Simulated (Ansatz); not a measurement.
Set up this calculation in Ansatz 0.2.0, as the native input.

* Task: single point
* Functional: PBE
* Potentials or basis: Ansatz PAW
* Cutoff: 420 eV (not typed: the program's choice for these potentials)
* k mesh: 9 × 9 × 9
* Occupations: gaussian, width 0.011 eV
* Spin: no spin polarisation

Crystal: SnO2.

```xyz
3
Lattice="0.0000 2.5741 2.5741 2.5741 0.0000 2.5741 2.5741 2.5741 0.0000" Properties=species:S:1:pos:R:3 pbc="T T T"
Sn    0.0000    0.0000    0.0000
O     3.8612    3.8612    3.8612
O     1.2871    1.2871    1.2871
```

Measurements of this composition are mostly on another form, of space group No. 136.

The input as run:

input.yaml

```yaml
crystal:
  lattice:
    - [0.0, 2.57415, 2.57415]
    - [2.57415, 0.0, 2.57415]
    - [2.57415, 2.57415, 0.0]
  atoms:
    - { symbol: Sn, position: [0.0, 0.0, 0.0] }
    - { symbol: O, position: [0.75, 0.75, 0.75] }
    - { symbol: O, position: [0.25, 0.25, 0.25] }
hamiltonian:
  xc: pbe
  pseudopotentials: { kind: paw }
kpoints:
  mp_grid: { grid: [9, 9, 9] }
scf:
  occupations: { method: gaussian, width: 0.011 }
output:
  forces: true
  stress: true
  eigenvalues: true
```

Potentials or basis: Ansatz PAW.

Command:

```bash
$ ansatz run input.yaml --threads 2 --pin off --max-ram 5632MiB --backend cpu --events-out ev --progress --plain --runs-dir out
```

It gave:

| Item | Value |
| --- | --- |
| Pressure | -0.5 GPa |
| Band gap on the k mesh | none (metal or under the smearing width) |

Caveat: the pressure holds a Pulay correction of +1.0 GPa for the finite cutoff.

Run time: 0.62 s on 2 threads of Arm Neoverse V2, on a shared host, peak memory 0.29 GiB.
